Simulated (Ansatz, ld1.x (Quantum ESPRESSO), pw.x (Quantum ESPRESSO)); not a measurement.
P (Z = 15): one change to the PAW potential, in the atom and in the bcc crystal

* Element: phosphorus (P)
* Generator: ld1.x (Quantum ESPRESSO) 7.5
* Type: PAW
* Functional: PBE
* Relativity: scalar-relativistic
* Frozen core: [Ne]
* Valence charge: 5
* Reference configuration: 3s2 3p3
* Partial waves: 3s (bound): rcut 1.60, rcutus 1.80 bohr; 3s channel at 2.4 Ry: rcut 1.60, rcutus 1.80 bohr; 3p (bound): rcut 1.65, rcutus 2.00 bohr; 3p channel at 0.3 Ry: rcut 1.65, rcutus 2.00 bohr
* Local potential: all-electron potential smoothed inside 1.80 bohr (lloc = -2)
* Core correction: Bessel-smoothed model core inside 1.80 bohr
* Augmentation charge: PSQ, inside the norm-conserving radii

Change: all radii but the core radius scaled by about 0.93 (s 1.68, p 1.86 bohr, rcut 1.50/1.54); local potential all-electron potential smoothed inside 1.68 bohr (lloc = -2).

Cutoffs, loose and tight: the cutoffs (Ry, on a coarse ladder) from which the occupation-weighted sum of valence levels, in a spherical-Bessel basis at the reference potential, stays within 10 and 1 mRy of its value at 400 Ry. They do not see the model core or the augmentation charge, which bear on the density cutoff. Test errors are all-electron minus pseudo excitation energies from the reference, over the configurations 3s2 3p2; 3s2 3p1; 3s2 3p0; 3s1 3p4; 3s1 3p0; 3s2 3p3.3; 3s0 3p5; variants that change the core or the reference have their own tests.

Crystal test: bcc P in pw.x 7.5, no spin, 15³ k-points, Fermi–Dirac smearing 0.01 Ry, cutoffs set for each file from its atomic test. The reference is all-electron LAPW (Ansatz 0.2.0) with the same functional, mesh and smearing; V0 and B0 come from Birch–Murnaghan fits to the pressures at five volumes. Errors are pseudo minus all-electron; Δ is the rms difference of the E(V) curves that follow from these fits, minima aligned, over ±6 % about the mean V0. Mesh and smearing are coarse, so the numbers serve the comparison and aren't converged zero-temperature values; the lattice is a test structure that the element need not adopt.

All-electron: a0 = 3.052 Å (V0 = 14.22 Å³/atom), B0 = 95.6 GPa.

Problem. Does the change bring the crystal closer to the all-electron result?

Solution. The mean pressure error goes from +11.47 to +9.56 GPa, so the change moves the solid closer to the all-electron pressures. Neither pressure curve crosses zero within the volumes sampled, so no fits are given.

```
                       quantity       base    changed
                 outcome (atom)  generated  generated
           cutoff, loose (atom)      12 Ry      15 Ry
           cutoff, tight (atom)      18 Ry      21 Ry
            bound ghosts (atom)       none       none
largest test error (meV) (atom)       -129       -127
           cutoffs in pw.x (Ry)     40/320     40/320
      mean pressure error (GPa)     +11.47      +9.56
```

Base: This is a poor potential for the solid. Changed file: This is a poor potential for the solid.
